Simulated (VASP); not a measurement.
Write the native input for VASP 6.6.1 that does the following.

```yaml
Task: electric field gradients
Functional: PBE
Potentials_or_basis: VASP PAW PBE potentials, release 64 (Ti_sv)
Cutoff: 520 eV
k_mesh: 18 × 18 × 18
Occupations: fermi-dirac, width 0.05 eV
Spin: non-collinear spin, zero start, spin-orbit coupling
Starting_moments: "[[0.0, 0.0, 0.0]] μB"
Dipole_correction: no
Further_INCAR_settings: ALGO = Fast; EDIFF = 1e-08; NBANDS = 23
```

The structure of Ti lies in POSCAR:

```
Ti
1.0
   -1.6258179727      1.6258179727      1.6258179727
    1.6258179727     -1.6258179727      1.6258179727
    1.6258179727      1.6258179727     -1.6258179727
Ti
1
Direct
    0.0000000000      0.0000000000      0.0000000000
```

This isn't the form of Ti at room conditions, which is hcp.

The input as run:

INCAR

```
SYSTEM = Ti
PREC = Accurate
ENCUT = 520
EDIFF = 1E-8
ISMEAR = -1
SIGMA = 0.05
LREAL = .False.
LASPH = .True.
NELM = 150
ALGO = Fast
ISIF = 2
LWAVE = .False.
LCHARG = .False.
MAGMOM = 0 0 0
LORBIT = 11
LSORBIT = .True.
GGA_COMPAT = .False.
LORBMOM = .True.
LMAXMIX = 4
GGA = PE
LEFG = .True.
NBANDS = 23
```

KPOINTS

```
Automatic mesh
0
Gamma
  18 18 18
  0 0 0
```

Potentials or basis: VASP PAW PBE potentials, release 64 (Ti_sv).

Command:

```sh
$ cat potpaw_PBE.64/Ti_sv/POTCAR > POTCAR
$ mpirun -np 1 vasp_ncl > vasp.out
```

Results of the run:

- Pressure: 0.2 GPa
- Net moment: 0.00 μB per cell
- Valence electrons inside the program's atomic spheres: Ti 10.28

It took 7 min on 1 thread of Intel(R) Xeon(R) Platinum 8488C (Sapphire Rapids), with other jobs on the host, peak memory 0.27 GiB.
